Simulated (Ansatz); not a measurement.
**HfO$_{2}$: how the axes shrink under pressure**

HfO$_{2}$, P4_2/nmc, a = 3.577 Å, c = 5.203 Å. This isn't the usual stable structure of the compound. Ansatz: r2SCAN, PAW, 500 eV, Γ-centred 6×6×6 mesh on 6 atoms, Gaussian smearing 0.02 eV; no spin polarisation. Cell and atoms are relaxed at each pressure, and no other structure is tried, so the rows at high pressure may lie past a change of phase. y = 100 ln(c/c0) with c0 = 5.2027 Å, so nearly a change in per cent. The pressures are the targets, met within 0.04 GPa.

```tsv
P (GPa)	y	100 ln(a/a0)
-2.0	0.56	0.25
0.0	0.00	0.00
2.0	-0.51	-0.25
5.0	-1.19	-0.62
10.0	?	?
20.0	-3.85	-2.17
40.0	-6.32	-3.87
```

Problem. Fit y = c1 P + c2 P² to the other rows, give the linear compressibility along c, and predict the missing y.

Solution. Least squares on the rows shown. y = −0.2332 P + 0.001889 P². The linear compressibility along c is −c1/100 = 2.33 per TPa, against 1.22 along a from the same fit to the last column (its missing entry is -1.17): the crystal is softer along c at low pressure. The runs next to zero pressure give 2.69 and 1.26, so a parabola over the whole range misstates the start. With a term in P³ added, the coefficient of P becomes -0.2616, 12 % more, which shows how far this figure hangs on the form. At P = 10.0 the fit asked for gives -2.14. The run gave -2.20, so the fit is 0.06 too high, within the rms miss on the fitted rows (0.06).

The mesh isn't the same in all rows (6×6×6, 8×8×6). Spin–orbit coupling is left out, which can shift energies with elements as heavy as these.